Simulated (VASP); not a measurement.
# ZnS (Wurtzite-2H) (P6_3mc) in VASP: settings compared

Aim: see how the results for ZnS (Wurtzite-2H) move with the level of theory and the settings. Levels: HSE06, PBEsol. Tasks: single point.

Everything below comes from runs of VASP 6.6.1. Logs are shortened: lines on timing, memory, paths and dates and some standing lists are left out, and cuts for length are marked.

**Experimental background.**

A printed reference work, monograph reports, for a bulk crystal of ZnS at 4 K: band gap 3.911 eV (direct).

The results are compared with them further down.

## 1. Starting point

The structure is hexagonal, space group P6_3mc (No. 186). The conventional cell has a = 3.805 Å, b = 3.805 Å, c = 6.244 Å, α = 90.00°, β = 90.00°, γ = 120.00°. Around Zn (site symmetry 3m) lie 4 S at 2.33 to 2.34 Å. S (site symmetry 3m) has 4 Zn at 2.33 to 2.34 Å as nearest neighbours.

## 2. Single point, HSE06

POSCAR reads:

```
ZnS
1.0
    3.8054280153      0.0000000000      0.0000000000
   -1.9027140076      3.2955973335      0.0000000000
    0.0000000000      0.0000000000      6.2440175084
Zn S
2 2
Direct
    0.3333333333      0.6666666667      0.0053397643
    0.6666666667      0.3333333333      0.5053397643
    0.3333333333      0.6666666667      0.3796602357
    0.6666666667      0.3333333333      0.8796602357
```

INCAR.step1 reads:

```
ALGO     = Normal         # electronic algorithm
EDIFF    = 1E-5           # SCF threshold, eV
ENCUT    = 520            # plane-wave cutoff, eV
GGA      = PE             # functional
ISIF     = 2              # what is computed and relaxed
ISMEAR   = 0              # smearing method
LASPH    = True           # aspherical terms in the spheres
LCHARG   = False          # write CHGCAR
LREAL    = False          # projectors in reciprocal space
LWAVE    = True           # write WAVECAR
NBANDS   = 26             # bands
NELM     = 100            # most SCF steps
PREC     = Accurate       # precision mode
SIGMA    = 0.01           # smearing width, eV
```

INCAR.step2 reads:

```
ALGO     = Normal         # electronic algorithm
EDIFF    = 1E-6           # SCF threshold, eV
ENCUT    = 520            # plane-wave cutoff, eV
GGA      = PE             # functional
HFSCREEN = 0.2079         # screening, 1/A
ISIF     = 2              # what is computed and relaxed
ISMEAR   = 0              # smearing method
ISTART   = 1            
LASPH    = True           # aspherical terms in the spheres
LCHARG   = False          # write CHGCAR
LHFCALC  = True           # exact exchange
LREAL    = False          # projectors in reciprocal space
LWAVE    = False          # write WAVECAR
NBANDS   = 26             # bands
NELM     = 100            # most SCF steps
PREC     = Accurate       # precision mode
PRECFOCK = Normal       
SIGMA    = 0.01           # smearing width, eV
```

KPOINTS reads:

```
k-points
0
Gamma
  6 6 2
```

Potentials or basis: VASP PAW PBE potentials, release 64 (Zn, S).

Command:

```sh
$ cat potpaw_PBE.64/Zn/POTCAR potpaw_PBE.64/S/POTCAR > POTCAR
$ cp INCAR.step1 INCAR
$ mpirun -np 1 vasp_std > vasp.out
$ cp INCAR.step2 INCAR
$ mpirun -np 1 vasp_std > vasp.out
```

OUTCAR:

```text
EDIFF = 1E-6
   ENCUT = 520
   GGA = PE
   HFSCREEN = 0.2079
   ISIF = 2
   ISMEAR = 0
   ISTART = 1
   LASPH = True
   LHFCALC = True
   LREAL = False
   NELM = 100
   PREC = Accurate
   PRECFOCK = Normal

 ion  position               nearest neighbor table
   1  0.333  0.667  0.005-   4 2.33   4 2.33   4 2.33   3 2.34
   2  0.667  0.333  0.505-   3 2.33   3 2.33   3 2.33   4 2.34
   3  0.333  0.667  0.380-   2 2.33   2 2.33   2 2.33   1 2.34
   4  0.667  0.333  0.880-   1 2.33   1 2.33   1 2.33   2 2.34

  LATTYP: Found a hexagonal cell.
 ALAT       =     3.8054280153
 C/A-ratio  =     1.6408187156

  Lattice vectors:

 A1 = (   3.8054280153,   0.0000000000,   0.0000000000)
 A2 = (  -1.9027140076,   3.2955973335,   0.0000000000)
 A3 = (   0.0000000000,   0.0000000000,   6.2440175084)

Analysis of symmetry for initial positions (statically):
=====================================================================
 Subroutine PRICEL returns:
 Original cell was already a primitive cell.

 Routine SETGRP: Setting up the symmetry group for a
 hexagonal supercell.

 Subroutine GETGRP returns: Found 12 space group operations
 (whereof  6 operations were pure point group operations)
 out of a pool of 24 trial point group operations.

The static configuration has the point symmetry C_3v.
 The point group associated with its full space group is C_6v.

Analysis of symmetry for dynamics (positions and initial velocities):
=====================================================================
 Subroutine PRICEL returns:
 Original cell was already a primitive cell.

 Routine SETGRP: Setting up the symmetry group for a
 hexagonal supercell.

 Subroutine GETGRP returns: Found 12 space group operations
 (whereof  6 operations were pure point group operations)
 out of a pool of 24 trial point group operations.

The dynamic configuration has the point symmetry C_3v.
 The point group associated with its full space group is C_6v.

 Subroutine INISYM returns: Found 12 space group operations
 (whereof  6 operations are pure point group operations),
 and found     1 'primitive' translations

----------------------------------------------------------------------------------------

                                     Primitive cell

  volume of cell :      78.3072

[... 87 lines left out ...]
   ISIF   =      2    stress and relaxation
   ISYM   =      3    0-nonsym 1-usesym 2-fastsym
   POTIM  = 0.5000    time-step for ionic-motion
   TEBEG  =    0.0;   TEEND  =   0.0 temperature during run
   PSTRESS=    0.0 pullay stress
   NELECT =      36.0000    total number of electrons
   NUPDOWN=      -1.0000    fix difference up-down
   EMIN   =  10.00;   EMAX   =-10.00  energy-range for DOS
   EFERMI =   0.00;   METHOD = LEGACY
   ISMEAR =     0;   SIGMA  =   0.01  broadening in eV -4-tet -1-fermi 0-gaus
   EFERMI_NEDOS =   21; number of points for ismear=-14 and -15
   IALGO  =     38    algorithm
   IMIX   =      1    mixing-type and parameters
     AMIX     =   0.40;   BMIX     =  1.00
     AMIX_MAG =   1.60;   BMIX_MAG =  1.00
  volume/ion in A,a.u.               =      19.58       132.11
  Fermi-wavevector in a.u.,A,eV,Ry     =   1.263500  2.387668 21.720762  1.596431
  Thomas-Fermi vector in A             =   2.396853
   LORBIT       =      0    0 simple, 1 ext, 2 COOP (PROOUT), +10 PAW based schemes
   GGA     = PE    functional components
   LHFCALC =     T    Hartree Fock is set to
   PRECFOCK=normal    Normal, Fast or Accurate (Low or Medium for compatibility)
   ENCUT4O =  -1.0   cutoff for four orbital integrals eV
   NKREDX  =     1    reduce k-point grid by
   NKREDY  =     1    reduce k-point grid by
   NKREDZ  =     1    reduce k-point grid by
   AEXX    =    0.2500 exact exchange contribution
   HFSCREEN=    0.2079 screening length (either q_TF or 0.3 A-1)
   HFSCREENC=   0.2079 screening length for correlation (either q_TF or 0.3 A-1)
   ENCUTFOCK=  -1.0 apply spherical cutoff to Coloumb kernel
   IVDW    =     0    specifies the selected vdW correction
   LEPSILON=     F    determine dielectric tensor
   LRPA    =     F    only Hartree local field effects (RPA)
 non-spin polarized calculation
 Gauss-broadening in eV      SIGMA  =   0.01
  energy-cutoff  :      520.00
  volume of cell :       78.31
 maximum number of plane-waves:      2130
  NGX = 24; NGY = 24; NGZ = 36

 number of electron      35.9999994 magnetization

 Free energy of the ion-electron system (eV)
  ---------------------------------------------------
  ext. energy  EPLUGINS =         0.00000000
  ---------------------------------------------------
  free energy    TOTEN  =       -16.73713707 eV

  energy without entropy =      -16.73713707  energy(sigma->0) =      -16.73713707

 E-fermi :   1.5781     XC(G=0):  -7.9957

 val. band max:        1.4777321523   @ k =   0.0000   0.0000   0.0000
 cond. band min:       4.9123423498   @ k =   0.0000   0.0000   0.0000
 fundamental gap:      3.4346101975
 Fermi energy:         1.5781165371

 k-point     1 :       0.0000    0.0000    0.0000
  band No.  band energies     occupation
      1     -12.9349      2.00000
      2     -11.9301      2.00000
      3      -6.4107      2.00000
      4      -6.3967      2.00000
      5      -6.3967      2.00000
      6      -6.3182      2.00000
[... 395 lines left out ...]
     25      12.4877      0.00000
     26      12.4877      0.00000

------------------------ aborting loop because EDIFF is reached ----------------------------------------

  FORCE on cell =-STRESS in cart. coord.  units (eV):
  Direction    XX          YY          ZZ          XY          YZ          ZX
  --------------------------------------------------------------------------------------
  -------------------------------------------------------------------------------------
  Total        0.7904468      0.7904468      0.7090899      0.0000000      0.0000000      0.0000000
  in kB       16.1726605     16.1726605     14.5080851      0.0000000      0.0000000      0.0000000
  external PRESSURE =      15.6178021 kB  Pullay stress =       0.0000000 kB

 VOLUME and BASIS-vectors are now :
 -----------------------------------------------------------------------------
  energy-cutoff  :      520.00
  volume of cell :       78.31
      direct lattice vectors                 reciprocal lattice vectors
     3.805428015  0.000000000  0.000000000     0.262782530  0.151717564  0.000000000
    -1.902714008  3.295597333  0.000000000     0.000000000  0.303435128  0.000000000
     0.000000000  0.000000000  6.244017508     0.000000000  0.000000000  0.160153299

 POSITION                                       TOTAL-FORCE (eV/Angst)
 -----------------------------------------------------------------------------------
     -0.00000      2.19706      0.03334         0.000000     -0.000000     -0.000369
      1.90271      1.09853      3.15535         0.000000      0.000000     -0.000369
     -0.00000      2.19706      2.37061        -0.000000     -0.000000      0.000369
      1.90271      1.09853      5.49261         0.000000     -0.000000      0.000369
 -----------------------------------------------------------------------------------
    total drift:                               -0.000000     -0.000000      0.000248

  FREE ENERGIE OF THE ION-ELECTRON SYSTEM (eV)
  ---------------------------------------------------
  free  energy   TOTEN  =       -16.7371370702 eV

  energy  without entropy=      -16.7371370702  energy(sigma->0) =      -16.73713707
```

Run time: 27 min. Hardware: 1 thread of Intel Xeon 6975P-C (Granite Rapids), shared host; peak memory 0.33 GiB.

What came out:

```
Free energy            : -16.7371 eV
Pressure               : 1.6 GPa
Band gap on the k mesh : 3.43 eV, direct
```

Stress tensor (GPa, compression positive):
```
1.62 0.00 0.00
0.00 1.62 0.00
0.00 0.00 1.45
```

Caveat: the k mesh is coarse (spacing up to 0.50 Å⁻¹), so the values aren't converged, least of all with exact exchange; the PAW data sets were made with another functional, which shifts forces and pressure a little.

(Part 1 of 2 ends here.)
